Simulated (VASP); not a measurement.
# BeSe (F-43m) in VASP: further runs

One crystal, BeSe, is run at these levels: r2SCAN; tasks: relaxation of cell and atoms, single point.

Everything below comes from runs of VASP 6.6.1. Logs are shortened: lines on timing, memory, paths and dates and some standing lists are left out, and cuts for length are marked.

### Step 1. The structure

The structure is cubic, space group F-43m (No. 216). The conventional cell has a = 5.124 Å, b = 5.124 Å, c = 5.124 Å, α = 90.00°, β = 90.00°, γ = 90.00°. Be (site symmetry -43m) has 4 Se at 2.22 Å as nearest neighbours. Around Se (site symmetry -43m) lie 4 Be at 2.22 Å.

The cell was built by a generator and needn't be a form met in nature.

### Step 2. Relaxation of cell and atoms, r2SCAN, target pressure 5 GPa, at which the enthalpy is minimised

The input, POSCAR:

```
BeSe
1.0
    0.0000000000      2.5619260000      2.5619260000
    2.5619260000      0.0000000000      2.5619260000
    2.5619260000      2.5619260000      0.0000000000
Be Se
1 1
Direct
    0.0000000000      0.0000000000      0.0000000000
    0.2500000000      0.2500000000      0.2500000000
```

The input, INCAR.step1:

```
SYSTEM = BeSe
PREC     = Accurate       ! precision mode
ENCUT    = 600            ! plane-wave cutoff, eV
ISMEAR   = -1             ! smearing method
SIGMA    = 0.1            ! smearing width, eV
LREAL    = .False.        ! projectors in reciprocal space
LASPH    = .True.         ! aspherical terms in the spheres
NELM     = 100            ! most SCF steps
GGA      = PE             ! functional
ALGO     = Normal         ! electronic algorithm
EDIFF    = 1E-4           ! SCF threshold, eV
LWAVE    = .True.         ! write WAVECAR
LCHARG   = .False.        ! write CHGCAR
```

The input, INCAR.step2:

```
SYSTEM = BeSe
PREC     = Accurate       ! precision mode
ENCUT    = 600            ! plane-wave cutoff, eV
EDIFF    = 1E-6           ! SCF threshold, eV
ISMEAR   = -1             ! smearing method
SIGMA    = 0.1            ! smearing width, eV
LREAL    = .False.        ! projectors in reciprocal space
LASPH    = .True.         ! aspherical terms in the spheres
NELM     = 100            ! most SCF steps
ALGO     = Normal         ! electronic algorithm
ISIF     = 3              ! what is computed and relaxed
LWAVE    = .False.        ! write WAVECAR
LCHARG   = .False.        ! write CHGCAR
METAGGA  = R2SCAN         ! meta-GGA
LMIXTAU  = .True.       
IBRION   = 2              ! ionic algorithm
NSW      = 80             ! ionic steps
EDIFFG   = -0.03          ! ionic threshold
PSTRESS  = 50.0         
ISTART   = 1
```

The input, KPOINTS:

```
Automatic mesh
0
Gamma
  9 9 9
  0 0 0
```

Potentials or basis: VASP PAW PBE potentials, release 64 (Be, Se).

Run with:

```
$ cat potpaw_PBE.64/Be/POTCAR potpaw_PBE.64/Se/POTCAR > POTCAR
$ cp INCAR.step1 INCAR
$ mpirun -np 1 vasp_std > vasp.out
$ cp INCAR.step2 INCAR
$ mpirun -np 1 vasp_std > vasp.out
```

OUTCAR:

```text
SYSTEM = BeSe
   PREC = Accurate
   ENCUT = 600
   EDIFF = 1E-6
   ISMEAR = -1
   LREAL = .False.
   LASPH = .True.
   NELM = 100
   ISIF = 3
   METAGGA = R2SCAN
   IBRION = 2
   NSW = 80
   EDIFFG = -0.03
   PSTRESS = 50.0
   ISTART = 1

 ion  position               nearest neighbor table
   1  0.000  0.000  0.000-   2 2.22   2 2.22   2 2.22   2 2.22
   2  0.250  0.250  0.250-   1 2.22   1 2.22   1 2.22   1 2.22

  LATTYP: Found a face centered cubic cell.
 ALAT       =     5.1238520000

  Lattice vectors:

 A1 = (   0.0000000000,   2.5619260000,   2.5619260000)
 A2 = (   2.5619260000,   0.0000000000,   2.5619260000)
 A3 = (   2.5619260000,   2.5619260000,   0.0000000000)

Analysis of symmetry for initial positions (statically):
=====================================================================
 Subroutine PRICEL returns:
 Original cell was already a primitive cell.

 Routine SETGRP: Setting up the symmetry group for a
 face centered cubic supercell.

 Subroutine GETGRP returns: Found 24 space group operations
 (whereof 24 operations were pure point group operations)
 out of a pool of 48 trial point group operations.

The static configuration has the point symmetry T_d .

Analysis of symmetry for dynamics (positions and initial velocities):
=====================================================================
 Subroutine PRICEL returns:
 Original cell was already a primitive cell.

 Routine SETGRP: Setting up the symmetry group for a
 face centered cubic supercell.

 Subroutine GETGRP returns: Found 24 space group operations
 (whereof 24 operations were pure point group operations)
 out of a pool of 48 trial point group operations.

The dynamic configuration has the point symmetry T_d .

 Subroutine INISYM returns: Found 24 space group operations
 (whereof 24 operations are pure point group operations),
 and found     1 'primitive' translations

----------------------------------------------------------------------------------------

                                     Primitive cell

  volume of cell :      33.6302

  direct lattice vectors                    reciprocal lattice vectors
     0.000000000  2.561926000  2.561926000    -0.195165668  0.195165668  0.195165668
     2.561926000  0.000000000  2.561926000     0.195165668 -0.195165668  0.195165668
     2.561926000  2.561926000  0.000000000     0.195165668  0.195165668 -0.195165668

  length of vectors
     3.623110495  3.623110495  3.623110495     0.338036853  0.338036853  0.338036853

  position of ions in fractional coordinates (direct lattice)
     0.000000000  0.000000000  0.000000000
[... 64 lines left out ...]
   dimension x,y,z NGXF=    60 NGYF=   60 NGZF=   60
   ions per type =               1   1
   NGX,Y,Z   is equivalent  to a cutoff of  13.77, 13.77, 13.77 a.u.
   NGXF,Y,Z  is equivalent  to a cutoff of  27.53, 27.53, 27.53 a.u.
 SYSTEM =  BeSe
   PREC   = accura    normal or accurate (medium, high low for compatibility)
   ISTART =      1    job   : 0-new  1-cont  2-samecut
   ICHARG =      0    charge: 1-file 2-atom 10-const
   ISPIN  =      1    spin polarized calculation?
   LNONCOLLINEAR =      F non collinear calculations
   LSORBIT =      F    spin-orbit coupling
   LASPH  =      T    aspherical Exc in radial PAW
   ENCUT  =  600.0 eV  44.10 Ry    6.64 a.u.   7.24  7.24  7.24*2*pi/ulx,y,z
   NELM   =    100;   NELMIN=  2; NELMDL=  0     # of ELM steps
   EDIFF  = 0.1E-05   stopping-criterion for ELM
   LREAL  =      F    real-space projection
   EDIFFG = -.3E-01   stopping-criterion for IOM
   NSW    =     80    number of steps for IOM
   IBRION =      2    ionic relax: 0-MD 1-quasi-New 2-CG
   NFREE  =      1    steps in history (QN), initial steepest desc. (CG)
   ISIF   =      3    stress and relaxation
   ISYM   =      2    0-nonsym 1-usesym 2-fastsym
   POTIM  = 0.5000    time-step for ionic-motion
   TEBEG  =    0.0;   TEEND  =   0.0 temperature during run
   PSTRESS=   50.0 pullay stress
   NELECT =       8.0000    total number of electrons
   NUPDOWN=      -1.0000    fix difference up-down
   EMIN   =  10.00;   EMAX   =-10.00  energy-range for DOS
   EFERMI =   0.00;   METHOD = LEGACY
   ISMEAR =    -1;   SIGMA  =   0.10  broadening in eV -4-tet -1-fermi 0-gaus
   EFERMI_NEDOS =   21; number of points for ismear=-14 and -15
   IALGO  =     38    algorithm
   IMIX   =      4    mixing-type and parameters
     AMIX     =   0.40;   BMIX     =  1.00
     AMIX_MAG =   1.60;   BMIX_MAG =  1.00
  volume/ion in A,a.u.               =      16.82       113.47
  Fermi-wavevector in a.u.,A,eV,Ry     =   1.014367  1.916875 13.999571  1.028939
  Thomas-Fermi vector in A             =   2.147590
   LORBIT       =      0    0 simple, 1 ext, 2 COOP (PROOUT), +10 PAW based schemes
   METAGGA = R2SCAN    functional components
   LHFCALC =     F    Hartree Fock is set to
   AEXX    =    0.0000 exact exchange contribution
   IVDW    =     0    specifies the selected vdW correction
   LEPSILON=     F    determine dielectric tensor
   LRPA    =     F    only Hartree local field effects (RPA)
 conjugate gradient relaxation of ions
 non-spin polarized calculation
  energy-cutoff  :      600.00
  volume of cell :       33.63
 maximum number of plane-waves:      1139
 NGX is ok and might be reduce to    30
   NGX = 15   NGY = 15   NGZ = 15

--------------------------------------- Ionic step        1  -------------------------------------------

 number of electron       8.0000000 magnetization

 Free energy of the ion-electron system (eV)
  ---------------------------------------------------
  ext. energy  EPLUGINS =         0.00000000
  ---------------------------------------------------
  free energy    TOTEN  =       -20.52372946 eV

  energy without entropy =      -20.52372945  energy(sigma->0) =      -20.52372945

 E-fermi :   4.8167     XC(G=0):  -9.9045

 val. band max:        3.2277947073   @ k =   0.0000   0.0000   0.0000
 cond. band min:       6.3863957423   @ k =   0.4444   0.4444   0.0000
 fundamental gap:      3.1586010350
 Fermi energy:         4.8167247417

 k-point     1 :       0.0000    0.0000    0.0000
  band No.  band energies     occupation
      1     -11.1855      2.00000
      2       3.2278      2.00000
      3       3.2278      2.00000
      4       3.2278      2.00000
      5       8.4473      0.00000
      6       8.8141      0.00000
      7       8.8141      0.00000
      8       8.8141      0.00000
[... 328 lines left out ...]
--------------------------------------- Ionic step        3  -------------------------------------------

 number of electron       7.9999999 magnetization

 Free energy of the ion-electron system (eV)
  ---------------------------------------------------
  ext. energy  EPLUGINS =         0.00000000
  ---------------------------------------------------
  free energy    TOTEN  =       -20.50122806 eV

  energy without entropy =      -20.50122805  energy(sigma->0) =      -20.50122805

 E-fermi :   5.0841     XC(G=0): -10.0369

 val. band max:        3.5313806974   @ k =   0.0000   0.0000   0.0000
 cond. band min:       6.6224145358   @ k =   0.4444   0.4444   0.0000
 fundamental gap:      3.0910338384
 Fermi energy:         5.0841131068

 k-point     1 :       0.0000    0.0000    0.0000
  band No.  band energies     occupation
      1     -11.0981      2.00000
      2       3.5314      2.00000
      3       3.5314      2.00000
      4       3.5314      2.00000
      5       9.0011      0.00000
      6       9.1044      0.00000
      7       9.1044      0.00000
      8       9.1044      0.00000
[... 286 lines left out ...]
  energy  without entropy=      -20.5012280475  energy(sigma->0) =      -20.50122805

  enthalpy is  TOTEN    =       -19.4835302864 eV   P V=        1.0176977737

 reached required accuracy - stopping structural energy minimisation
```

OUTCAR.step1:

```text
SYSTEM = BeSe
   PREC = Accurate
   ENCUT = 600
   ISMEAR = -1
   LREAL = .False.
   LASPH = .True.
[... 486 lines left out ...]
      0.00000      0.00000      0.00000         0.000000     -0.000000      0.000000
      1.28096      1.28096      1.28096        -0.000000      0.000000     -0.000000
 -----------------------------------------------------------------------------------
    total drift:                                0.000000      0.000000      0.000000

  FREE ENERGIE OF THE ION-ELECTRON SYSTEM (eV)
  ---------------------------------------------------
  free  energy   TOTEN  =        -8.8499820267 eV

  energy  without entropy=       -8.8499819337  energy(sigma->0) =       -8.84998198
```

Run time: 97 s. Hardware: 1 thread of Intel Xeon Platinum 8375C at 2.90GHz (Ice Lake), shared host; peak memory 0.18 GiB.

Results:

```yaml
Free_energy: -20.5012 eV
Relaxed_volume: 16.31 Å³/atom
Relaxed_cell: a = 3.586 Å, b = 3.586 Å, c = 3.586 Å, α = 60.00°, β = 60.00°, γ = 60.00°
Space_group_after_relaxing_to_0.05_Å: F-43m (No. 216)
Energy_change_on_relaxing_the_enthalpy_is_what_falls: +11.3 meV/atom
Ionic_steps: 3
Pressure_after_relaxing: 5.0 GPa
Band_gap_on_the_k_mesh: 3.09 eV, indirect (least direct gap 5.47 eV)
```

Step by step:
```csv
step,energy change (eV),largest force (eV/Å),pressure (GPa),volume (Å³)
1,0.0000,0.0000,2.15,33.63
2,0.0372,0.0000,6.32,32.19
3,0.0225,0.0000,5.01,32.61
```

Final structure:
```cif
data_structure
_symmetry_space_group_name_H-M 'P 1'
_symmetry_Int_Tables_number 1
_cell_length_a 3.5861
_cell_length_b 3.5861
_cell_length_c 3.5861
_cell_angle_alpha 60.000
_cell_angle_beta 60.000
_cell_angle_gamma 60.000
_cell_volume 32.61
loop_
_atom_site_label
_atom_site_type_symbol
_atom_site_fract_x
_atom_site_fract_y
_atom_site_fract_z
_atom_site_occupancy
Be1 Be 0.00000 0.00000 0.00000 1
Se1 Se 0.25000 0.25000 0.25000 1
```

Levels at points of the mesh, in eV from the valence-band top:
| k point | band 1 | band 2 | band 3 | band 4 | band 5 | band 6 | band 7 | band 8 |
| --- | --- | --- | --- | --- | --- | --- | --- | --- |
| (0.00, 0.00, 0.00) | -14.63 | 0.00 | 0.00 | 0.00 | 5.47 | 5.57 | 5.57 | 5.57 |

Caveat: the cell is relaxed towards a set pressure, so the enthalpy falls and the energy may rise; the PAW data sets were made with another functional, which shifts forces and pressure a little; an odd mesh through Γ misses points on the zone boundary, where band edges often lie.

### Step 3. Single point, r2SCAN

This run uses another cell than the first one, of 16.25 Å³/atom, 0.966 times its volume.

The input, POSCAR:

```
BeSe
1.0
    0.0000000000      2.5329449343      2.5329449343
    2.5329449343      0.0000000000      2.5329449343
    2.5329449343      2.5329449343      0.0000000000
Be Se
1 1
Direct
    0.0000000000      0.0000000000      0.0000000000
    0.2500000000      0.2500000000      0.2500000000
```

The input, INCAR.step1:

```
  PREC = Accurate
  ENCUT = 520
  ISMEAR = -1
  SIGMA = 0.1
  LREAL = False
  LASPH = True
  NELM = 60
  NBANDS = 11
  GGA = PE
  ALGO = Normal
  EDIFF = 1E-4
  LWAVE = True
  LCHARG = False
```

The input, INCAR.step2:

```
  PREC = Accurate
  ENCUT = 520
  EDIFF = 1E-6
  ISMEAR = -1
  SIGMA = 0.1
  LREAL = False
  LASPH = True
  NELM = 60
  ALGO = Normal
  ISIF = 2
  LWAVE = False
  LCHARG = False
  METAGGA = R2SCAN
  LMIXTAU = True
  NBANDS = 11
  ISTART = 1
```

The input, KPOINTS:

```
regular mesh
0
Gamma
  9 9 9
```

Potentials or basis: VASP PAW PBE potentials, release 64 (Be, Se).

Run with:

```
$ cat potpaw_PBE.64/Be/POTCAR potpaw_PBE.64/Se/POTCAR > POTCAR
$ cp INCAR.step1 INCAR
$ mpirun -np 1 vasp_std > vasp.out
$ cp INCAR.step2 INCAR
$ mpirun -np 1 vasp_std > vasp.out
```

OUTCAR:

```text
PREC = Accurate
   ENCUT = 520
   EDIFF = 1E-6
   ISMEAR = -1
   LREAL = False
   LASPH = True
   NELM = 60
   ISIF = 2
   METAGGA = R2SCAN
   ISTART = 1

 ion  position               nearest neighbor table
   1  0.000  0.000  0.000-   2 2.19   2 2.19   2 2.19   2 2.19
   2  0.250  0.250  0.250-   1 2.19   1 2.19   1 2.19   1 2.19

  LATTYP: Found a face centered cubic cell.
 ALAT       =     5.0658898686

  Lattice vectors:

 A1 = (   0.0000000000,   2.5329449343,   2.5329449343)
 A2 = (   2.5329449343,   0.0000000000,   2.5329449343)
 A3 = (   2.5329449343,   2.5329449343,   0.0000000000)

Analysis of symmetry for initial positions (statically):
=====================================================================
 Subroutine PRICEL returns:
 Original cell was already a primitive cell.

 Routine SETGRP: Setting up the symmetry group for a
 face centered cubic supercell.

 Subroutine GETGRP returns: Found 24 space group operations
 (whereof 24 operations were pure point group operations)
[... 172 lines left out ...]
  band No.  band energies     occupation
      1     -11.0883      2.00000
      2       3.5652      2.00000
      3       3.5652      2.00000
      4       3.5652      2.00000
      5       9.0621      0.00000
      6       9.1362      0.00000
      7       9.1362      0.00000
      8       9.1362      0.00000
      9      16.8274      0.00000
     10      16.8407      0.00000
     11      16.8407      0.00000
[... 309 lines left out ...]
 k-point    24 :       0.4444    0.4444    0.0000
  band No.  band energies     occupation
      1      -9.1036      2.00000
      2      -1.7787      2.00000
      3       0.7273      2.00000
      4       0.7273      2.00000
      5       6.6483      0.00000
      6       8.2828      0.00000
      7      16.2750      0.00000
      8      16.2750      0.00000
      9      19.1720      0.00000
     10      20.4099      0.00000
     11      20.9034      0.00000

 [... further k-points ...]

------------------------ aborting loop because EDIFF is reached ----------------------------------------

  FORCE on cell =-STRESS in cart. coord.  units (eV):
  Direction    XX          YY          ZZ          XY          YZ          ZX
  --------------------------------------------------------------------------------------
  -------------------------------------------------------------------------------------
  Total        1.0844336      1.0844336      1.0844336      0.0000000      0.0000000      0.0000000
  in kB       53.4572146     53.4572146     53.4572146      0.0000000      0.0000000      0.0000000
  external PRESSURE =      53.4572146 kB  Pullay stress =       0.0000000 kB

 VOLUME and BASIS-vectors are now :
 -----------------------------------------------------------------------------
  energy-cutoff  :      520.00
  volume of cell :       32.50
      direct lattice vectors                 reciprocal lattice vectors
     0.000000000  2.532944934  2.532944934    -0.197398685  0.197398685  0.197398685
     2.532944934  0.000000000  2.532944934     0.197398685 -0.197398685  0.197398685
     2.532944934  2.532944934  0.000000000     0.197398685  0.197398685 -0.197398685

 POSITION                                       TOTAL-FORCE (eV/Angst)
 -----------------------------------------------------------------------------------
      0.00000      0.00000      0.00000        -0.000000     -0.000000     -0.000000
      1.26647      1.26647      1.26647         0.000000      0.000000      0.000000
 -----------------------------------------------------------------------------------
    total drift:                                0.000000      0.000000      0.000000

  FREE ENERGIE OF THE ION-ELECTRON SYSTEM (eV)
  ---------------------------------------------------
  free  energy   TOTEN  =       -20.4969555229 eV

  energy  without entropy=      -20.4969555098  energy(sigma->0) =      -20.49695552
```

It took 45 s on 1 thread of Intel Xeon Platinum 8375C at 2.90GHz (Ice Lake), shared host; peak memory 0.16 GiB.

Results:

```
Free energy            : -20.4970 eV
Pressure               : 5.3 GPa
Band gap on the k mesh : 3.08 eV, indirect (least direct gap 5.50 eV)
```

Caveat: the PAW data sets were made with another functional, which shifts forces and pressure a little; an odd mesh through Γ misses points on the zone boundary, where band edges often lie. r2SCAN opens gaps a little over a GGA but as a rule still falls short of measured ones.
